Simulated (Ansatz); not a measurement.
# B: a trial structure relaxed, part 2 of 2

Where does this trial cell of B go when cell and atoms are let free?

Ansatz 0.2.0; DFT PBE, scalar-relativistic, plane waves, PAW. The steps go on from the part before.

### Step 4. Full relaxation

The end of the coarse run is made exact in the group found at a tolerance of 0.06 Å and reduced to its primitive cell.

Input file input.yaml:

```yaml
crystal:
  lattice:
    - [-1.5522191749, 2.6333783926, 2.2512744271]
    - [1.5522191749, -2.6333783926, 2.2512744271]
    - [1.5522191749, 2.6333783926, -2.2512744271]
  atoms:
    - { symbol: B, position: [0.0436658607, 0.2485189419, 0.7951469187] }
    - { symbol: B, position: [0.4533720232, 0.2485189419, 0.2048530813] }
    - { symbol: B, position: [0.2978349758, 0.6201976756, 0.6776373003] }
    - { symbol: B, position: [0.9425603753, 0.6201976756, 0.3223626997] }
basis:
  ecutwfc: 420
kpoints:
  mp_grid: { grid: [18, 18, 18] }
hamiltonian:
  xc: pbe
scf:
  occupations: { method: gaussian, width: 0.1 }
output:
  forces: true
  stress: true
  eigenvalues: true
relax:
  adjacent_minimum: "off"
  f_tol: 0.01
  max_steps: 80
  cell: { stress_tol: 0.05 }
```

Run with:

```bash
$ ansatz run input.yaml --threads 1 --pin off --max-ram 2560MiB --backend cpu --events-out ev --progress --plain --runs-dir out
```

What it wrote:

```text
Warning: RAYON_NUM_THREADS=1 ignored (pool sized by the plan → 1); use --threads N
Engine: ansatz 0.2.0, aarch64-unknown-linux-gnu
Pseudopotentials: kind: paw
Pseudopotential: B, paw, valence charge 3, recommended cutoff 420 eV (normal), B.paw.azcp
Functional definition: PBE
  parameter kappa = 0.804
  parameter beta = 0.06672455060314922
  exchange = pbe_x(kappa = kappa, mu = beta*pi^2/3)
  correlation = pbe_c(beta = beta)
Crystal: 4 atoms, lattice volume = 36.809 Å³
Basis set: ecut = 420 eV, 739 PW (Γ), exchange–correlation on 54×54×54 points (8 copies of the dense FFT grid, shifted against one another)
Bands: 10, of which v1, the nominal top of the filled ones, is band 6 counted from 1 (5 counted from 0)
Symmetry: 4 space group operations
Space group: Imm2 (ITA 44), of the structure as read, at distance tolerance 3.3e-5 Å
k-points: 865 of 5832 (time reversal used)
Non-local potential: B, projectors of the file, l = 0: 2, l = 1: 2, l = 2: 1
PAW form: soft (Blöchl's): semilocal exchange-correlation on the pseudo side does not see the compensation charge
PAW one-centre angular grid: B, 110 points (default); XC on 64 Gauss nodes
Initial density: superposition of atomic densities (neutral atoms: chi_scale 0, normalization atom), corrected by the library's trained network
Initial wavefunctions: pseudopotential atomic-orbital guess
Functional: x = pbe(κ = 0.804, μ = 0.2195149727645171), c = pbe(β = 0.06672455060314922)
SCF iter   1: F=—  HF=-620.236148 eV  |F-HF|=—  |Δ(HF+E_count)|=         —  Δρ=3.38e-3  dr2=2.87e-3  ethr=1.77e-3  ⟨swp⟩=4.8  Hψ=50974  notcnv=0
preconditioner: auto → none  [metal: Δε(μ)=0.003 eV  Ē_g=9.323 eV  σ=0.100 eV  W_gap=0.01  n_scr=4 (ndim 8)  ℏωp=21.2 eV  f_vac=0.000  D(μ)=1.17/eV (n_scr^D=10)  sad-step TF]
SCF iter   2: F=—  HF=-620.236722 eV  |F-HF|=—  |Δ(HF+E_count)|=   5.74e-4  Δρ=1.98e-3  dr2=9.93e-4  ethr=2.39e-5  ⟨swp⟩=1.8  Hψ=19381  notcnv=0
SCF iter   3: F=—  HF=-620.237064 eV  |F-HF|=—  |Δ(HF+E_count)|=   3.42e-4  Δρ=1.56e-4  dr2=5.55e-6  ethr=8.28e-6  ⟨swp⟩=2.7  Hψ=14157  notcnv=0
SCF iter   4: F=—  HF=-620.237073 eV  |F-HF|=—  |Δ(HF+E_count)|=   9.67e-6  Δρ=4.16e-5  dr2=1.09e-6  ethr=4.62e-8  ⟨swp⟩=2.0  Hψ=13765  notcnv=0
iter 5 did not close the SCF: its close was put off for the readings that it lacked (scf_convergence_deferred on its scf_iter line)
SCF iter   5: F=-620.237073 eV  HF=-620.237073 eV  |F-HF|=2.73e-9  |Δ(HF+E_count)|=   3.68e-7  Δρ=6.01e-6  dr2=1.14e-8  ethr=9.09e-9  ⟨swp⟩=2.4  Hψ=12979  notcnv=0
SCF iter   6: F=-620.237073 eV  HF=-620.237073 eV  |F-HF|=5.31e-10  |Δ(HF+E_count)|=   5.77e-9  Δρ=1.40e-6  dr2=3.44e-10  ethr=9.53e-11  ⟨swp⟩=2.4  Hψ=35018  notcnv=0
SCF 1 converged in 6 iterations: F = -620.237073 eV  dr2 = 3.44e-10
relax step   1: F+E_penalty+E_count = -620.23707303 eV  Δ(F+E_penalty+E_count) = +0.000e0 eV  max|allowed force component| = 3.804e-2 eV/Å  Δτ_max = 0.0000 Å  P = -0.209 GPa  Ω = 36.809 Å³  (6 SCF iters, dr2 threshold 1.00e-7 eV, accepted)
Crystal: 4 atoms, lattice volume = 36.618 Å³
Initial density: handed on by an earlier stage of this run
Initial wavefunctions: those handed on with the density
iter 1 solved again at ethr=8.20e-6 eV; its pass at ethr=3.10e-3 eV (dr2=9.84e-4 eV) is discarded
SCF iter   1: F=—  HF=-620.239288 eV  |F-HF|=—  |Δ(HF+E_count)|=         —  Δρ=1.67e-3  dr2=9.45e-4  ethr=8.20e-6  ⟨swp⟩=2.4  Hψ=67947  notcnv=0
preconditioner: auto → none  [metal: Δε(μ)=0.003 eV  Ē_g=9.334 eV  σ=0.100 eV  W_gap=0.02  n_scr=4 (ndim 8)  ℏωp=21.3 eV  f_vac=0.000  D(μ)=1.21/eV (n_scr^D=10)]
SCF iter   2: F=—  HF=-620.239059 eV  |F-HF|=—  |Δ(HF+E_count)|=   2.30e-4  Δρ=5.98e-4  dr2=5.68e-5  ethr=7.88e-6  ⟨swp⟩=2.5  Hψ=13522  notcnv=0
SCF iter   3: F=—  HF=-620.239081 eV  |F-HF|=—  |Δ(HF+E_count)|=   2.25e-5  Δρ=2.32e-4  dr2=8.32e-6  ethr=4.73e-7  ⟨swp⟩=1.0  Hψ=8651  notcnv=0
iter 4 did not close the SCF: its close was put off for the readings that it lacked (scf_convergence_deferred on its scf_iter line)
SCF iter   4: F=-620.239086 eV  HF=-620.239086 eV  |F-HF|=9.22e-10  |Δ(HF+E_count)|=   4.35e-6  Δρ=8.14e-6  dr2=1.58e-8  ethr=6.93e-8  ⟨swp⟩=2.0  Hψ=13128  notcnv=0
iter 5 did not close the SCF: its close was put off for the readings that it lacked (scf_convergence_deferred on its scf_iter line)
SCF iter   5: F=-620.239086 eV  HF=-620.239086 eV  |F-HF|=3.62e-10  |Δ(HF+E_count)|=   5.29e-9  Δρ=1.76e-6  dr2=1.16e-9  ethr=1.32e-10  ⟨swp⟩=2.0  Hψ=13635  notcnv=0
SCF iter   6: F=-620.239086 eV  HF=-620.239086 eV  |F-HF|=2.55e-11  |Δ(HF+E_count)|=  3.16e-11  Δρ=3.71e-7  dr2=2.76e-11  ethr=9.68e-12  ⟨swp⟩=1.5  Hψ=32795  notcnv=0
SCF 2 converged in 6 iterations: F = -620.239086 eV  dr2 = 2.76e-11
relax step   2: F+E_penalty+E_count = -620.23908573 eV  Δ(F+E_penalty+E_count) = -2.013e-3 eV  max|allowed force component| = 3.441e-2 eV/Å  Δτ_max = 0.0075 Å  P = -0.060 GPa  Ω = 36.618 Å³  energy of the carried Pulay correction = +3.108e-4 eV  (6 SCF iters, dr2 threshold 4.00e-7 eV, accepted)
Crystal: 4 atoms, lattice volume = 36.526 Å³
Basis set: ecut = 420 eV, 731 PW (Γ), exchange–correlation on 54×54×54 points (8 copies of the dense FFT grid, shifted against one another)
iter 1 solved again at ethr=4.59e-6 eV; its pass at ethr=3.10e-3 eV (dr2=5.50e-4 eV) is discarded
SCF iter   1: F=—  HF=-620.239921 eV  |F-HF|=—  |Δ(HF+E_count)|=         —  Δρ=1.13e-3  dr2=5.16e-4  ethr=4.59e-6  ⟨swp⟩=2.6  Hψ=67834  notcnv=0
preconditioner: auto → none  [metal: Δε(μ)=0.003 eV  Ē_g=9.345 eV  σ=0.100 eV  W_gap=0.02  n_scr=4 (ndim 8)  ℏωp=21.3 eV  f_vac=0.000  D(μ)=1.27/eV (n_scr^D=14)]
SCF iter   2: F=—  HF=-620.239780 eV  |F-HF|=—  |Δ(HF+E_count)|=   1.41e-4  Δρ=3.56e-4  dr2=2.05e-5  ethr=4.30e-6  ⟨swp⟩=2.5  Hψ=13369  notcnv=0
SCF iter   3: F=—  HF=-620.239790 eV  |F-HF|=—  |Δ(HF+E_count)|=   9.26e-6  Δρ=1.43e-4  dr2=2.95e-6  ethr=1.71e-7  ⟨swp⟩=1.2  Hψ=9446  notcnv=0
iter 4 did not close the SCF: its close was put off for the readings that it lacked (scf_convergence_deferred on its scf_iter line)
SCF iter   4: F=-620.239791 eV  HF=-620.239791 eV  |F-HF|=1.10e-8  |Δ(HF+E_count)|=   1.74e-6  Δρ=8.64e-6  dr2=2.81e-8  ethr=2.46e-8  ⟨swp⟩=2.0  Hψ=13177  notcnv=0
iter 5 did not close the SCF: its close was put off for the readings that it lacked (scf_convergence_deferred on its scf_iter line)
SCF iter   5: F=-620.239791 eV  HF=-620.239791 eV  |F-HF|=2.82e-10  |Δ(HF+E_count)|=   1.90e-9  Δρ=1.52e-6  dr2=4.03e-10  ethr=2.34e-10  ⟨swp⟩=2.7  Hψ=13998  notcnv=0
SCF iter   6: F=-620.239791 eV  HF=-620.239791 eV  |F-HF|=1.38e-11  |Δ(HF+E_count)|=  3.48e-10  Δρ=3.50e-7  dr2=2.56e-11  ethr=3.36e-12  ⟨swp⟩=1.5  Hψ=32639  notcnv=0
SCF 3 converged in 6 iterations: F = -620.239791 eV  dr2 = 2.56e-11
relax step   3: F+E_penalty+E_count = -620.23979132 eV  Δ(F+E_penalty+E_count) = -7.056e-4 eV  max|allowed force component| = 3.150e-2 eV/Å  Δτ_max = 0.0054 Å  P = +0.037 GPa  Ω = 36.526 Å³  energy of the carried Pulay correction = +4.616e-4 eV  (6 SCF iters, dr2 threshold 1.81e-7 eV, accepted)
[... from here on, the SCF cycles and remarks between the steps are left out ...]
relax step   4: F+E_penalty+E_count = -620.23325920 eV  Δ(F+E_penalty+E_count) = +6.532e-3 eV  max|allowed force component| = 1.634e-1 eV/Å  Δτ_max = 0.0291 Å  P = -1.359 GPa  Ω = 36.502 Å³  energy of the carried Pulay correction = +4.999e-4 eV  (6 SCF iters, dr2 threshold 9.17e-8 eV, rejected (line search))
relax step   5: F+E_penalty+E_count = -620.24084039 eV  Δ(F+E_penalty+E_count) = -1.049e-3 eV  max|allowed force component| = 1.896e-2 eV/Å  Δτ_max = 0.0106 Å  P = -0.039 GPa  Ω = 36.457 Å³  energy of the carried Pulay correction = +5.743e-4 eV  (7 SCF iters, accepted)
relax step   6: F+E_penalty+E_count = -620.24201548 eV  Δ(F+E_penalty+E_count) = -1.175e-3 eV  max|allowed force component| = 4.599e-2 eV/Å  Δτ_max = 0.0249 Å  P = -0.192 GPa  Ω = 36.294 Å³  energy of the carried Pulay correction = +8.415e-4 eV  (6 SCF iters, dr2 threshold 1.47e-7 eV, accepted)
relax step   7: F+E_penalty+E_count = -620.24186082 eV  Δ(F+E_penalty+E_count) = +1.547e-4 eV  max|allowed force component| = 5.097e-2 eV/Å  Δτ_max = 0.0294 Å  P = +0.287 GPa  Ω = 36.105 Å³  energy of the carried Pulay correction = +1.153e-3 eV  (6 SCF iters, dr2 threshold 4.00e-7 eV, rejected (line search))
relax step   8: F+E_penalty+E_count = -620.24327992 eV  Δ(F+E_penalty+E_count) = -1.264e-3 eV  max|allowed force component| = 4.464e-2 eV/Å  Δτ_max = 0.0147 Å  P = +0.044 GPa  Ω = 36.208 Å³  energy of the carried Pulay correction = +9.830e-4 eV  (7 SCF iters, accepted)
relax step   9: F+E_penalty+E_count = -620.24419257 eV  Δ(F+E_penalty+E_count) = -9.127e-4 eV  max|allowed force component| = 2.509e-2 eV/Å  Δτ_max = 0.0533 Å  P = +0.187 GPa  Ω = 36.084 Å³  energy of the carried Pulay correction = +1.188e-3 eV  (6 SCF iters, dr2 threshold 4.00e-7 eV, accepted)
relax step  10: F+E_penalty+E_count = -620.24396546 eV  Δ(F+E_penalty+E_count) = +2.271e-4 eV  max|allowed force component| = 8.393e-3 eV/Å  Δτ_max = 0.0183 Å  P = -0.616 GPa  Ω = 36.374 Å³  energy of the carried Pulay correction = +7.101e-4 eV  (6 SCF iters, dr2 threshold 4.00e-7 eV, accepted)
relax step  11: F+E_penalty+E_count = -620.24465157 eV  Δ(F+E_penalty+E_count) = -6.861e-4 eV  max|allowed force component| = 2.864e-3 eV/Å  Δτ_max = 0.0036 Å  P = -0.002 GPa  Ω = 36.197 Å³  energy of the carried Pulay correction = +1.002e-3 eV  (6 SCF iters, dr2 threshold 4.00e-7 eV, accepted)
relax step  12: F+E_penalty+E_count = -620.24445403 eV  Δ(F+E_penalty+E_count) = +1.975e-4 eV  max|allowed force component| = 3.135e-3 eV/Å  Δτ_max = 0.0000 Å  P = -0.012 GPa  Ω = 36.197 Å³  stress off target by 1.18e-1 GPa  SCF on the basis re-selected at this cell (its energy is not comparable with the rows above)  (8 SCF iters)
relax step  13: F+E_penalty+E_count = -620.24452089 eV  Δ(F+E_penalty+E_count) = -6.686e-5 eV  max|allowed force component| = 4.762e-4 eV/Å  Δτ_max = 0.0022 Å  P = -0.004 GPa  Ω = 36.164 Å³  energy of the carried Pulay correction = +3.400e-5 eV  (6 SCF iters, dr2 threshold 3.49e-8 eV, accepted)
iter 1 solved again at ethr=1.30e-8 eV; its pass at ethr=3.10e-3 eV (dr2=1.55e-6 eV) is discarded
SCF iter   1: F=—  HF=-620.244490 eV  |F-HF|=—  |Δ(HF+E_count)|=         —  Δρ=4.50e-6  dr2=7.16e-10  ethr=1.30e-8  ⟨swp⟩=3.8  Hψ=79343  notcnv=0
SCF iter   2: F=—  HF=-620.244488 eV  |F-HF|=—  |Δ(HF+E_count)|=   2.25e-6  Δρ=2.34e-6  dr2=1.98e-10  ethr=5.96e-12  ⟨swp⟩=2.2  Hψ=14224  notcnv=0
iter 3 did not close the SCF: its close was put off for the readings that it lacked (scf_convergence_deferred on its scf_iter line)
SCF iter   3: F=-620.244488 eV  HF=-620.244488 eV  |F-HF|=1.82e-12  |Δ(HF+E_count)|=   2.20e-9  Δρ=1.37e-7  dr2=5.33e-12  ethr=1.65e-12  ⟨swp⟩=2.0  Hψ=13857  notcnv=0
iter 4 did not close the SCF: its close was put off for the readings that it lacked (scf_convergence_deferred on its scf_iter line)
SCF iter   4: F=-620.244488 eV  HF=-620.244488 eV  |F-HF|=0.00e0  |Δ(HF+E_count)|=  4.55e-13  Δρ=4.09e-8  dr2=2.69e-13  ethr=1.00e-12  ⟨swp⟩=1.0  Hψ=8650  notcnv=0
iter 5 did not close the SCF: its close was put off for the readings that it lacked (scf_convergence_deferred on its scf_iter line)
SCF iter   5: F=-620.244488 eV  HF=-620.244488 eV  |F-HF|=2.27e-13  |Δ(HF+E_count)|=    0.00e0  Δρ=1.68e-8  dr2=4.64e-14  ethr=1.00e-12  ⟨swp⟩=1.0  Hψ=8650  notcnv=0
iter 6 did not close the SCF: its close was put off for the readings that it lacked (scf_convergence_deferred on its scf_iter line)
SCF iter   6: F=-620.244488 eV  HF=-620.244488 eV  |F-HF|=0.00e0  |Δ(HF+E_count)|=    0.00e0  Δρ=1.62e-9  dr2=6.56e-16  ethr=1.00e-12  ⟨swp⟩=1.0  Hψ=8650  notcnv=0
SCF iter   7: F=-620.244488 eV  HF=-620.244488 eV  |F-HF|=1.14e-13  |Δ(HF+E_count)|=    0.00e0  Δρ=3.01e-10  dr2=1.93e-17  ethr=1.00e-12  ⟨swp⟩=1.3  Hψ=23384  notcnv=0
SCF 14 converged in 7 iterations: F = -620.244488 eV  dr2 = 1.93e-17
relax step  14: F+E_penalty+E_count = -620.24448768 eV  Δ(F+E_penalty+E_count) = +3.320e-5 eV  max|allowed force component| = 4.651e-4 eV/Å  Δτ_max = 0.0000 Å  P = -0.005 GPa  Ω = 36.164 Å³  stress off target by 3.04e-2 GPa  SCF on the basis re-selected at this cell (its energy is not comparable with the rows above)  (7 SCF iters)
basis re-selected at this cell: Δ(F+E_penalty+E_count) = +3.320e-5 eV, ΔP = -0.000 GPa vs the last step (what re-selecting the basis moved, of the pressure what is left beyond the Pulay correction that the steps carried, after the strain that the cell walked since its last selection, with what the two solves' SCF thresholds leave and, on support functions, any second-order correction that the steps lacked; it is no measure of the basis error at this ecutwfc). This SCF's stress stands 3.04e-2 GPa from its target on what of the cell is left free (relax.cell.stress_tol is 5.00e-2 GPa) and its largest allowed force component is 4.65e-4 eV/Å (relax.f_tol is 1.00e-2 eV/Å): within both
SCF converged after 7 iterations
Free energy (F): -620.244488 eV
Harris-Foulkes:  -620.244488 eV  (|F-HF|=1.14e-13)
Internal energy: -620.238542 eV  (E = F + TS)
E sigma→0 (E₀):  -620.241515 eV
Entropy (-TS):   -0.005946 eV (-1.486 meV/atom)
Fermi energy:    6.004693 eV
--- Per-component energies (eV) ---
  E_band       = 11.230320
  E_kinetic    = 183.386993
  E_local      = -124.127072  (includes V_loc(G=0)·N_el)
  E_nonlocal   = 51.291131
  E_hartree    = 29.372771
  E_xc         = -124.614868
  E_vxc        = -147.273693  (∫ρ·V_xc dr)
  E_paw        = -314.466536  (= ΣΔE_a)
  E_vpaw       = -10.792574  (= ΣTr[D̂ρ^β])
  E_aug_tail   = -0.000009  (compensation charges beyond the density's cutoff)
  E_ewald      = -321.080953
  E_smearing   = -0.005946  (= −TS)
  E_closure    = 0.000000  (closes the sum)
  Σ components = -620.244488   (vs F -620.244488, Δ=0.00e0)
--- Forces (eV/Å), atoms counted from 1 ---
  atom   1  B      0.00000000     0.00044073    -0.00046505
  atom   2  B      0.00000000    -0.00044073    -0.00046505
  atom   3  B      0.00000000    -0.00036280     0.00046505
  atom   4  B      0.00000000     0.00036280     0.00046505
  max |Σ_I F_I| component: 1.40e-9 eV/Å
--- Stress (GPa, compression-positive) ---
       -0.030410       0.000000       0.000000
        0.000000      -0.004668       0.000000
        0.000000       0.000000       0.020953
  P = ⅓ Tr σ = -0.0047 GPa (-0.047 kbar)
--- Band table (eV; the first three rows and the last of 865) ---
  k-point 0: bands = ["-6.9748", "1.8791", "2.2567", "3.0916", "4.5311", "4.7491", "6.3851", "9.1257", "11.3071", "11.9125"]
  k-point 1: bands = ["-6.9246", "1.8661", "2.1133", "3.2975", "4.2791", "4.7041", "6.4565", "8.9070", "11.2620", "12.0567"]
  k-point 2: bands = ["-6.7741", "1.8278", "1.8674", "3.6857", "3.7254", "4.5060", "6.6354", "8.3504", "11.1427", "12.4161"]
  k-point 864: bands = ["-3.5610", "-2.8121", "-0.9801", "1.5130", "2.2037", "7.2069", "9.5580", "10.1212", "13.4511", "14.9268"]
--- Relaxed structure (12 steps of the walk, 10 accepted, 2 SCFs on fresh bases) ---
  F+E_penalty+E_count = -620.24448768 eV   max|allowed force component| = 4.651e-4 eV/Å   (the final SCF, on the basis selected at the relaxed cell)
  cell:  # Å, volume = 36.1638 Å³
    - [-1.547109925426561, 2.5381611091859413, 2.302363296787319]
    - [1.547109925426561, -2.5381611091859413, 2.302363296787319]
    - [1.547109925426561, 2.5381611091859413, -2.302363296787319]
  atoms:
    - { symbol: B, position: [0.05612214140340338, 0.2518505706105633, 0.8042715707928398] }
    - { symbol: B, position: [0.4475789998177233, 0.2518505706105634, 0.19572842920715997] }
    - { symbol: B, position: [0.312566444097547, 0.6168660468894367, 0.6957003972081103] }
    - { symbol: B, position: [0.9211656496813261, 0.6168660468894365, 0.30429960279188967] }
```

Run time: 16 min. Hardware: 1 thread of Arm Neoverse N1, shared host; peak memory 0.73 GiB.

The steps of the relaxation:

```csv
step,E - E(step 1) (eV/cell),largest force component (eV/Å),pressure (GPa),volume (Å³)
1,0.0000,0.0380,-0.21,36.81
2,-0.0020,0.0344,-0.06,36.62
3,-0.0027,0.0315,0.04,36.53
4,0.0038,0.1634,-1.36,36.50
5,-0.0038,0.0190,-0.04,36.46
6,-0.0049,0.0460,-0.19,36.29
7,-0.0048,0.0510,0.29,36.11
8,-0.0062,0.0446,0.04,36.21
9,-0.0071,0.0251,0.19,36.08
10,-0.0069,0.0084,-0.62,36.37
11,-0.0076,0.0029,0.00,36.20
12,-0.0074,0.0031,-0.01,36.20
13,-0.0074,0.0005,0.00,36.16
14,-0.0074,0.0005,0.00,36.16
```

Step 1 is the start. Steps 12, 14 each repeat the geometry before them on a plane-wave basis chosen anew, so the energy can jump there without any move. Steps 4, 7 were tried and not accepted.

Lengths and angles in the start's conventional setting:

|  | before | after | change |
| --- | --- | --- | --- |
| a (Å) | 3.104 | 3.094 | -0.3 % |
| b (Å) | 5.267 | 5.076 | -3.6 % |
| c (Å) | 4.503 | 4.605 | +2.3 % |
| volume (Å³/atom) | 9.20 | 9.04 | -1.8 % |
| shortest distance (Å) | 1.662 | 1.667 | +0.3 % |
| space group (0.01 Å) | Imm2 | Imma | changed |

### Step 5. Summary of results

The summary covers parts 1 to 2. Changes of volume or cell count from the first structure of part 1.

```
                              quantity                                                                      value
symmetry at the end (tolerance 0.05 Å)                                                  space group Imma (No. 74)
                     conventional cell  a = 3.094 Å, b = 5.076 Å, c = 4.605 Å, α = 90.00°, β = 90.00°, γ = 90.00°
                                volume                                                               9.04 Å³/atom
        energy over the standard state                                                              +0.85 eV/atom
                       gap on the mesh                                                               none (metal)
```

**Reading.** The symmetry goes from space group Imm2 (No. 44) to space group Imma (No. 74), and the volume per atom grows by 13.3 % from the first guess. It lies above the element's standard state, so it is metastable at best. No finished test with a distortion of lower symmetry is shown, so the end may be a saddle point.
